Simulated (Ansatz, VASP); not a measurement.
## MgO: VASP beside Ansatz

```xyz
4
Lattice="3.4919 0.0000 0.0000 -1.7460 3.0241 0.0000 0.0000 0.0000 4.4712" Properties=species:S:1:pos:R:3 pbc="T T T"
Mg    0.0000    2.0161    0.0097
Mg    1.7460    1.0080    2.2453
O     0.0000    2.0161    1.7994
O     1.7460    1.0080    4.0350
```

Alike in both runs: task single point; functional PBEsol; k mesh 9 × 9 × 6; occupations gaussian, width 0.05 eV; no spin polarisation.

|  | VASP | Ansatz |
| --- | --- | --- |
| version | VASP 6.6.1 | Ansatz 0.2.0 |
| potentials or method | VASP PAW PBE potentials, release 64 (Mg, O) | scalar-relativistic, plane waves, PAW |
| plane-wave cutoff (eV) | 520 | 420 |
| valence electrons in the cell | 16 | 32 |

```csv
,VASP,Ansatz,Ansatz less VASP
gap on the k mesh at the Fermi level (eV),3.18,3.18,0.000
least direct gap on the mesh (eV),3.18,3.18,0.000
pressure (GPa),3.4,3.5,+0.10
largest component of the traceless stress (GPa),24.72,24.23,-0.488
rms of the force components (eV/Å),1.590,1.557,-0.0331
```

Atom by atom the forces differ by 0.033 eV/Å (rms over components). With one functional, cell and mesh, what is left measures potentials, basis and numerics. The two sets of potentials don't hold the same shells in valence.

Caveats: the PAW data sets were made with another functional, which shifts forces and pressure a little (VASP); an odd mesh through Γ misses points on the zone boundary, where band edges often lie. As with any semilocal functional, this PBEsol gap is likely too small.
